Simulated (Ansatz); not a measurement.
## Notes on Au

```yaml
crystal:
  lattice:
    - [-2.00439, -0.00716, 2.07547]
    - [2.01754, -4.06827, 2.10295]
    - [1.96699, 4.00340, 2.02376]
  atoms:
    - { symbol: Au, position: [0.88880, 0.01284, 0.02551] }
    - { symbol: Au, position: [0.93040, 0.47418, 0.43590] }
    - { symbol: Au, position: [0.50196, 0.96039, 0.46650] }
    - { symbol: Au, position: [0.51152, 0.50348, 0.92364] }
```

The numbers come from plane-wave PAW DFT (Ansatz): PBE, no spin polarisation, 420 eV, 6×4×4 (shifted by 0.5, 0, 0.5 steps) k points, fermi-dirac occupations (width 0.1 eV). Nothing was relaxed.

(1) What does the stress say?

(2) Which atom feels the largest force, and which way?

(3) Is there a gap?

(4) What do density and ELF say about some of the short contacts?

Origin: a strained cell with displaced atoms, so it need not be a known compound. Caveats: the k mesh is coarse if the cell is a metal; atoms or cell far from equilibrium.

Results:

(1) The pressure is 22.1 GPa (compression positive), so with the atoms held at these fractions the cell would first expand; the forces are large, so a full relaxation may end otherwise. The principal stresses 12.5, 24.2, 29.6 GPa differ, so its shape would change too.

(2) The largest is on Au1: 3.87 eV/Å, components (-2.88, -2.30, -1.17). It makes 158° with the line to a nearest neighbour, Au3 at 2.51 Å, pointing away from it.

(3) It is a metal, with about 1.2 states/eV a cell as the mean within 0.25 eV of the Fermi level.

(4) Au–Au at 2.51 Å: least valence density 0.58 e/Å³ and ELF 0.25 there. These are pseudo-fields; inside the PAW spheres they differ from the all-electron ones.
